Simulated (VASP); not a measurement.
Write the native input for VASP 6.6.1 that does the following.

- Task: single point
- Functional: r2SCAN
- Potentials or basis: VASP PAW PBE potentials, release 64 (Ga_d, P)
- Cutoff: 520 eV
- k mesh: 7 × 7 × 7
- Occupations: fermi-dirac, width 0.02 eV
- Spin: no spin polarisation
- Further INCAR settings: ALGO = Normal; EDIFF = 1e-06

The structure of GaP lies in POSCAR:

```
GaP
1.0
    0.0000000000      2.7252500000      2.7252500000
    2.7252500000      0.0000000000      2.7252500000
    2.7252500000      2.7252500000      0.0000000000
Ga P
1 1
Direct
    0.0000000000      0.0000000000      0.0000000000
    0.2500000000      0.2500000000      0.2500000000
```

These files were run (other wordings do the same):

INCAR

```
ALGO = Normal
EDIFF = 1E-6
ENCUT = 520
ISIF = 2
ISMEAR = -1
KPAR = 4
LASPH = True
LCHARG = False
LMIXTAU = True
LREAL = False
LWAVE = False
METAGGA = R2SCAN
NELM = 80
PREC = Accurate
SIGMA = 0.02
```

KPOINTS

```
k-points
0
Gamma
  7 7 7
```

Potentials or basis: VASP PAW PBE potentials, release 64 (Ga_d, P).

Run with:

```console
$ cat potpaw_PBE.64/Ga_d/POTCAR potpaw_PBE.64/P/POTCAR > POTCAR
$ mpirun -np 4 vasp_std > vasp.out
```

It gave:

| Item | Value |
| --- | --- |
| Pressure | 0.0 GPa |
| Band gap on the k mesh | 1.85 eV, indirect (least direct gap 2.34 eV) |

Caveat: the PAW data sets were made with another functional, which shifts forces and pressure a little; an odd mesh through Γ misses points on the zone boundary, where band edges often lie.

It took 26 s on 4 MPI ranks on AMD EPYC 7R13 Processor (Zen 3) (shared host), peak memory 0.15 GiB a rank.
